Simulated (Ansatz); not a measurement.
# C: equation of state with m-r2SCAN

**The experiment to reproduce.**

“Equation of state of cubic boron nitride at high pressures and temperatures”, 2007, arxiv:cond-mat/0702656 quotes, for a bulk crystal of C: bulk modulus 444.8 ± 0.8 GPa.

C:

```
C
1.0
     0.00000    1.78337    1.78337
     1.78337    0.00000    1.78337
     1.78337    1.78337    0.00000
C
2
Cartesian
  2.6751 2.6751 2.6751
  1.7834 1.7834 1.7834
```

This isn't the form of C at room conditions, which is graphite.

```yaml
Program: Ansatz 0.2.0
Task: equation of state
Functional: m-r2SCAN
Potentials_or_basis: Ansatz PAW
Cutoff: 500 eV
Density_cutoff: 2000 eV
k_mesh: 13 × 13 × 13
Occupations: fermi-dirac, width 0.05 eV
Spin: no spin polarisation
```

| Item | Value |
| --- | --- |
| Equilibrium volume | 5.64 Å³/atom |
| Bulk modulus | 451 GPa |
| Pressure derivative of the bulk modulus | 3.7 |

Energy against volume, from the lowest point:
```csv
volume (Å³/atom),energy (meV/atom)
5.332,25.85
5.445,9.91
5.558,1.51
5.672,0.00
5.785,4.75
5.899,15.19
6.012,30.83
```

All runs of the series together: 27 s on 2 threads of Intel(R) Xeon(R) Processor @ 2.50GHz (Skylake/Cascade Lake), with other jobs on the host.

Against the measured bulk modulus of C, 444.8 GPa (quoted in “Equation of state of cubic boron nitride at high pressures and temperatures”, 2007, arxiv:cond-mat/0702656), the calculated 451 GPa is off by +1.3 %. 3 values of this kind are on record (442 to 444.8 GPa); this one was drawn at random among those near their median, those with a stated uncertainty first. The fit is for a static lattice scaled at fixed shape and fixed fractional positions. The cell as given is a measured one (5.67 Å³/atom); m-r2SCAN puts the equilibrium volume -0.5 % from it, thermal expansion not counted.

Caveat: the PAW data sets were made with another functional, which shifts forces and pressure a little.
